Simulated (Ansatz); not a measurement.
The system is LiH.

```
Li H
1.0
     0.00000    2.03675    2.03675
     2.03675    0.00000    2.03675
     2.03675    2.03675    0.00000
Li H
1 1
Direct
  0.00000 0.00000 0.00000
  0.50000 0.50000 0.50000
```

Base run:

- Program: Ansatz 0.2.0
- Functional: PBE0
- Potentials or basis: all-electron PAW datasets made for the crystal
- Cutoff: 220 eV (chosen from the basis error)
- k mesh: 8 × 8 × 8
- Occupations: fermi-dirac, width 0.05 eV
- Spin: no spin polarisation

Its results: band gap on the k mesh 4.69 eV, direct; pressure -2.1 GPa.

Q: The run is repeated on the same cell with these changes: functional from PBE0 to PBE; cutoff from 220 eV (chosen from the basis error) to 200 eV (chosen from the basis error). What comes out?

A: Band gap on the k mesh 3.02 eV, direct; pressure -1.7 GPa.

PBE0 gives the wider gap, since exact exchange removes part of the self-interaction.

Caveats: the program warned that the printed levels may be off, so bands, gaps and densities of states are rough (some runs).

A k mesh can miss the band edges.

The runs don't all hold the same shells in valence.
